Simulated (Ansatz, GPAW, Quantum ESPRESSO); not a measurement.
# Simulated XPS, UPS and emission spectra of BAs, part 4 of 7

What would valence photoemission of BAs look like, and what sets its shape?

Ansatz 0.2.0, Quantum ESPRESSO 7.5 and GPAW 26.7.0; DFT, PBE, plane-wave PAW, default files, scalar-relativistic (the session's first sound run).

So far. Step 4 (With LDA): At this level the gap is 1.13 eV on the path. Step 6 (The same cell in Quantum ESPRESSO): At this level the gap is 1.20 eV on the k-mesh of the self-consistent run, which can miss the band edges.

**7. Quantum ESPRESSO: denser mesh**

Level of this step: DFT, PBE, plane waves, ultrasoft GBRV pseudopotentials, scalar-relativistic (Quantum ESPRESSO).

The levels for the density of states are solved on the fixed potential, without another SCF cycle.

Contents of nscf.in:

```
&control
  calculation = 'nscf'
  prefix = 'pes'
  outdir = './tmp'
  pseudo_dir = './pp'
  verbosity = 'high'
/
&system
  ibrav = 0
  nat = 2
  ntyp = 2
  ecutwfc = 40.0
  ecutrho = 200.0
  occupations = 'smearing'
  nbnd = 12
  smearing = 'fd'
  degauss = 0.00367
/
&electrons
  conv_thr = 2e-09
  mixing_beta = 0.5
  electron_maxstep = 120
  diago_full_acc = .true.
/
ATOMIC_SPECIES
As 74.9216 as_pbe_v1.uspp.F.UPF
B 10.8100 b_pbe_v1.4.uspp.F.UPF
CELL_PARAMETERS angstrom
 0.000000000 2.388500000 2.388500000
 2.388500000 0.000000000 2.388500000
 2.388500000 2.388500000 0.000000000
ATOMIC_POSITIONS crystal
As 0.750000000 0.750000000 0.750000000
B 0.000000000 0.000000000 0.000000000
K_POINTS automatic
20 20 20 0 0 0
```

Launch:

```
$ OMP_NUM_THREADS=1 mpirun -n 4 pw.x -nk 4 -in nscf.in > nscf.out
```

Log:

```text
[banner, memory and clock lines left out]
Program PWSCF v.7.5 starts

          URL

     Atomic positions and unit cell read from directory:
     ./tmp/pes.save/

     Message from routine setup:
     using ibrav=0 with symmetry is DISCOURAGED, use correct ibrav instead

     G-vector sticks info

     bravais-lattice index     =            0
     lattice parameter (alat)  =       6.3832  a.u.
     unit-cell volume          =     183.9087 (a.u.)^3
     number of atoms/cell      =            2
     number of atomic types    =            2
     number of electrons       =         8.00
     number of Kohn-Sham states=           12
     kinetic-energy cutoff     =      40.0000  Ry
     charge density cutoff     =     200.0000  Ry
     Exchange-correlation=  SLA  PW   PBX  PBC
                           (   1   4   3   4   0   0   0)

     celldm(1)=   6.383210  celldm(2)=   0.000000  celldm(3)=   0.000000
     celldm(4)=   0.000000  celldm(5)=   0.000000  celldm(6)=   0.000000

     crystal axes: (cart. coord. in units of alat)
               a(1) = (   0.000000   0.707107   0.707107 )
               a(2) = (   0.707107   0.000000   0.707107 )
               a(3) = (   0.707107   0.707107   0.000000 )

     reciprocal axes: (cart. coord. in units 2 pi/alat)
               b(1) = ( -0.707107  0.707107  0.707107 )
               b(2) = (  0.707107 -0.707107  0.707107 )
               b(3) = (  0.707107  0.707107 -0.707107 )

     PseudoPot. # 1 for As read from file:
     ./pp/as_pbe_v1.uspp.F.UPF
     Pseudo is Ultrasoft + core correction, Zval =  5.0
     Generated by new atomic code, or converted to UPF format
     Using radial grid of  875 points,  6 beta functions with:
                l(1) =   0
                l(2) =   0
                l(3) =   1
                l(4) =   1
                l(5) =   2
                l(6) =   2
     Q(r) pseudized with  8 coefficients,  rinner =    1.300   1.300   1.300
                                                       1.300   1.300

     PseudoPot. # 2 for B  read from file:
     ./pp/b_pbe_v1.4.uspp.F.UPF
     Pseudo is Ultrasoft + core correction, Zval =  3.0
     Generated by new atomic code, or converted to UPF format
     Using radial grid of  781 points,  4 beta functions with:
                l(1) =   0
                l(2) =   0
                l(3) =   1
                l(4) =   1
     Q(r) pseudized with  8 coefficients,  rinner =    1.100   1.100   1.100

     atomic species   valence    mass     pseudopotential
     As                5.00    74.92160     As( 1.00)
     B                 3.00    10.81000     B ( 1.00)

     24 Sym. Ops. (no inversion) found

                                    s                        frac. trans.

      isym =  1     identity

 cryst.   s( 1) = (     1          0          0      )
                  (     0          1          0      )
                  (     0          0          1      )

 cart.    s( 1) = (  1.0000000 -0.0000000  0.0000000 )
                  ( -0.0000000  1.0000000  0.0000000 )
                  ( -0.0000000  0.0000000  1.0000000 )

      isym =  2     180 deg rotation - cart. axis [0,0,1]

 cryst.   s( 2) = (     0          1         -1      )
                  (     1          0         -1      )
                  (     0          0         -1      )

 cart.    s( 2) = ( -1.0000000  0.0000000  0.0000000 )
                  (  0.0000000 -1.0000000  0.0000000 )
                  (  0.0000000 -0.0000000  1.0000000 )

      isym =  3     180 deg rotation - cart. axis [0,1,0]

 cryst.   s( 3) = (     0         -1          1      )
                  (     0         -1          0      )
                  (     1         -1          0      )

 cart.    s( 3) = ( -1.0000000 -0.0000000 -0.0000000 )
                  (  0.0000000  1.0000000 -0.0000000 )
                  (  0.0000000  0.0000000 -1.0000000 )

      isym =  4     180 deg rotation - cart. axis [1,0,0]

 cryst.   s( 4) = (    -1          0          0      )
                  (    -1          0          1      )
                  (    -1          1          0      )

 cart.    s( 4) = (  1.0000000  0.0000000 -0.0000000 )
                  ( -0.0000000 -1.0000000 -0.0000000 )
                  ( -0.0000000 -0.0000000 -1.0000000 )

      isym =  5     120 deg rotation - cart. axis [-1,-1,-1]

 cryst.   s( 5) = (     0          0          1      )
[...]
cart.    s( 5) = (  0.0000000  1.0000000 -0.0000000 )
[...]
isym =  6     120 deg rotation - cart. axis [-1,1,1]

 cryst.   s( 6) = (     1         -1          0      )
[...]
cart.    s( 6) = ( -0.0000000 -1.0000000 -0.0000000 )
[...]
isym =  7     120 deg rotation - cart. axis [1,1,-1]

 cryst.   s( 7) = (    -1          1          0      )
[...]
cart.    s( 7) = ( -0.0000000  1.0000000  0.0000000 )
[...]
isym =  8     120 deg rotation - cart. axis [1,-1,1]

 cryst.   s( 8) = (     0          0         -1      )
[...]
cart.    s( 8) = (  0.0000000 -1.0000000  0.0000000 )
[...]
isym =  9     120 deg rotation - cart. axis [1,1,1]

 cryst.   s( 9) = (     0          1          0      )
[...]
cart.    s( 9) = ( -0.0000000  0.0000000  1.0000000 )
[...]
isym = 10     120 deg rotation - cart. axis [-1,1,-1]

 cryst.   s(10) = (    -1          0          1      )
[...]
cart.    s(10) = (  0.0000000 -0.0000000  1.0000000 )
[...]
isym = 11     120 deg rotation - cart. axis [1,-1,-1]

 cryst.   s(11) = (     1          0         -1      )
[...]
cart.    s(11) = (  0.0000000  0.0000000 -1.0000000 )
[...]
isym = 12     120 deg rotation - cart. axis [-1,-1,1]

 cryst.   s(12) = (     0         -1          0      )
[...]
cart.    s(12) = ( -0.0000000 -0.0000000 -1.0000000 )
[...]
isym = 13     inv. 180 deg rotation - cart. axis [1,1,0]

 cryst.   s(13) = (     1          0         -1      )
[...]
cart.    s(13) = (  0.0000000 -1.0000000  0.0000000 )
[...]
isym = 14     inv. 180 deg rotation - cart. axis [1,-1,0]

 cryst.   s(14) = (     0          1          0      )
[...]
cart.    s(14) = ( -0.0000000  1.0000000  0.0000000 )
[...]
isym = 15     inv.  90 deg rotation - cart. axis [0,0,-1]

 cryst.   s(15) = (     0         -1          0      )
[...]
cart.    s(15) = ( -0.0000000 -1.0000000 -0.0000000 )
[...]
0.0000   0.0000   0.0000   0.0000

          k = 0.2121 0.2121-0.2121 (   778 PWs)   bands (ev):

    -5.3340   2.5980   7.2690   7.2690  11.6140  13.4654  13.4654  17.1983
    20.1060  20.3992  20.3992  24.3951

     occupation numbers
     1.0000   1.0000   1.0000   1.0000   0.0000   0.0000   0.0000   0.0000
     0.0000   0.0000   0.0000   0.0000

          k = 0.2475 0.2475-0.2475 (   775 PWs)   bands (ev):

    -4.8765   1.5858   7.0812   7.0812  11.5070  13.5035  13.5035  17.5140
    20.3609  21.0766  21.0766  25.0758

     occupation numbers
     1.0000   1.0000   1.0000   1.0000   0.0000   0.0000   0.0000   0.0000
     0.0000   0.0000   0.0000   0.0000

          k = 0.2828 0.2828-0.2828 (   778 PWs)   bands (ev):

[...]
occupation numbers
[...]
k = 0.3182 0.3182-0.3182 (   781 PWs)   bands (ev):

[...]
occupation numbers
[...]
k =-0.3536-0.3536 0.3536 (   778 PWs)   bands (ev):

[...]
occupation numbers
[...]
k = 0.0707-0.0000 0.0000 (   785 PWs)   bands (ev):

[...]
occupation numbers
[...]
k = 0.1061 0.0354-0.0354 (   795 PWs)   bands (ev):

[...]
occupation numbers
[...]
k = 0.1414 0.0707-0.0707 (   797 PWs)   bands (ev):

[...]
occupation numbers
[...]
k = 0.1768 0.1061-0.1061 (   796 PWs)   bands (ev):

[...]
occupation numbers
[...]
k = 0.2121 0.1414-0.1414 (   796 PWs)   bands (ev):

[...]
occupation numbers
[...]
k = 0.2475 0.1768-0.1768 (   792 PWs)   bands (ev):

[...]
k = 0.2828 0.2121-0.2121 (   786 PWs)   bands (ev):

[...]
k = 0.3182 0.2475-0.2475 (   787 PWs)   bands (ev):

[...]
k =-0.3182-0.3889 0.3889 (   787 PWs)   bands (ev):

[...]
k =-0.2828-0.3536 0.3536 (   787 PWs)   bands (ev):

[...]
k =-0.2475-0.3182 0.3182 (   787 PWs)   bands (ev):

[...]
k =-0.2121-0.2828 0.2828 (   784 PWs)   bands (ev):

[...]
k =-0.1768-0.2475 0.2475 (   786 PWs)   bands (ev):

[...]
k =-0.1414-0.2121 0.2121 (   787 PWs)   bands (ev):

[...]
k =-0.1061-0.1768 0.1768 (   793 PWs)   bands (ev):

[...]
k =-0.0707-0.1414 0.1414 (   796 PWs)   bands (ev):

[...]
k =-0.0354-0.1061 0.1061 (   788 PWs)   bands (ev):

[...]
k =-0.0000-0.0707 0.0707 (   781 PWs)   bands (ev):

[...]
k = 0.1414-0.0000 0.0000 (   789 PWs)   bands (ev):

[...]
k =-0.2828-0.4243 0.4243 (   791 PWs)   bands (ev):

[...]
k =-0.2475-0.3889 0.3889 (   788 PWs)   bands (ev):

[...]
k =-0.2121-0.3536 0.3536 (   788 PWs)   bands (ev):

[...]
k =-0.1768-0.3182 0.3182 (   787 PWs)   bands (ev):

[...]
k =-0.1414-0.2828 0.2828 (   790 PWs)   bands (ev):

[...]
k = 0.0000-0.1414 0.1414 (   797 PWs)   bands (ev):

[...]
k = 0.2828-0.0000 0.0000 (   801 PWs)   bands (ev):

[...]
k = 0.0000-0.2828 0.2828 (   789 PWs)   bands (ev):

[...]
k = 0.3536 0.0000 0.0000 (   817 PWs)   bands (ev):

[...]
k = 0.0000-0.3536 0.3536 (   792 PWs)   bands (ev):

[...]
k = 0.4950-0.0000 0.0000 (   797 PWs)   bands (ev):

[...]
k = 0.0000-0.4950 0.4950 (   782 PWs)   bands (ev):

[...]
k = 0.5657-0.0000 0.0000 (   789 PWs)   bands (ev):

[...]
k = 0.0000-0.5657 0.5657 (   774 PWs)   bands (ev):

[...]
k = 0.6364-0.0000 0.0000 (   785 PWs)   bands (ev):

[...]
k = 0.0000-0.6364 0.6364 (   776 PWs)   bands (ev):

[...]
k =-0.7071 0.0000 0.0000 (   790 PWs)   bands (ev):

[...]
k = 0.1414 0.0707 0.0000 (   791 PWs)   bands (ev):

[...]
k = 0.0000-0.1414 0.2121 (   794 PWs)   bands (ev):

[...]
k = 0.2828 0.0707 0.0000 (   796 PWs)   bands (ev):

[...]
k = 0.4243 0.2121-0.1414 (   792 PWs)   bands (ev):

[...]
k = 0.3536 0.0707 0.0000 (   801 PWs)   bands (ev):

[...]
k = 0.3889 0.1061-0.0354 (   796 PWs)   bands (ev):

[...]
k = 0.4243 0.1414-0.0707 (   792 PWs)   bands (ev):

[...]
k = 0.4596 0.1768-0.1061 (   787 PWs)   bands (ev):

[...]
k = 0.0000-0.2828 0.3536 (   788 PWs)   bands (ev):

[...]
k = 0.4243 0.0707 0.0000 (   797 PWs)   bands (ev):

[...]
k = 0.4596 0.1061-0.0354 (   790 PWs)   bands (ev):

[...]
k = 0.4950 0.1414-0.0707 (   781 PWs)   bands (ev):

[...]
k = 0.0000-0.3536 0.4243 (   782 PWs)   bands (ev):

[...]
k = 0.4950 0.0707-0.0000 (   789 PWs)   bands (ev):

[...]
k = 0.5303 0.1061-0.0354 (   783 PWs)   bands (ev):

[...]
k =-0.0354-0.4596 0.5303 (   783 PWs)   bands (ev):

[...]
k =-0.0000-0.4243 0.4950 (   787 PWs)   bands (ev):

[...]
k = 0.5657 0.0707 0.0000 (   784 PWs)   bands (ev):

[...]
k =-0.1061-0.6010 0.6718 (   779 PWs)   bands (ev):

[...]
k =-0.0707-0.5657 0.6364 (   779 PWs)   bands (ev):

[...]
occupation numbers
[...]
k =-0.0354-0.5303 0.6010 (   776 PWs)   bands (ev):

[...]
occupation numbers
[...]
k = 0.0000-0.4950 0.5657 (   780 PWs)   bands (ev):

[...]
occupation numbers
[...]
k =-0.0707-0.6364 0.7071 (   778 PWs)   bands (ev):

[...]
occupation numbers
     1.0000   1.0000   1.0000   1.0000   0.0000   0.0000   0.0000   0.0000
     0.0000   0.0000   0.0000   0.0000

          k =-0.0354-0.6010 0.6718 (   776 PWs)   bands (ev):

    -2.6100   0.3023   4.0334   4.5233  10.4322  11.0759  19.2326  19.6363
    21.2420  24.9856  25.4275  27.6132

     occupation numbers
     1.0000   1.0000   1.0000   1.0000   0.0000   0.0000   0.0000   0.0000
     0.0000   0.0000   0.0000   0.0000

          k =-0.0000-0.5657 0.6364 (   774 PWs)   bands (ev):

    -2.5166   0.2924   3.5113   4.6279  10.5603  11.9788  18.8959  19.1710
    20.8175  24.1548  25.2791  28.1290

     occupation numbers
     1.0000   1.0000   1.0000   1.0000   0.0000   0.0000   0.0000   0.0000
     0.0000   0.0000   0.0000   0.0000

          k =-0.7071 0.0707-0.0000 (   780 PWs)   bands (ev):

    -2.5513   0.1619   4.4240   4.4429  10.3501  10.3785  19.7793  19.9035
    21.4643  25.4394  25.9229  27.1808

     occupation numbers
     1.0000   1.0000   1.0000   1.0000   0.0000   0.0000   0.0000   0.0000
     0.0000   0.0000   0.0000   0.0000

          k = 0.2828 0.1414 0.0000 (   788 PWs)   bands (ev):

    -5.6749   4.5652   5.7780   7.2717  11.7259  13.6695  14.8068  15.0383
    18.9379  21.4139  21.8113  24.9525

     occupation numbers
     1.0000   1.0000   1.0000   1.0000   0.0000   0.
```

Wall time 9.9 s (4 MPI ranks of Intel Xeon at 2.60GHz (Ice Lake), shared host).

Numbers from this step:

```yaml
fermi_energy: 9.232 eV
```

(Part 4 of 7 ends here.)

[Logs are printed without paths, hosts, clocks, repeated set-up lines and the standing remarks that a program may print on its own settings, such as how far it seeks lower states.]

[Hosts, paths, dates, database ids (printed as entryN), source tags and the programs' standing remarks are cut or masked in the printed files.]

[Maps of the electrostatic potential energy from Ansatz leave out the sawtooth potential of an applied field or a dipole correction, so their vacuum need not be flat; work functions include it.]

[Peak lists hold at most the 14 tallest peaks of each spectrum; further lines can be left out.]
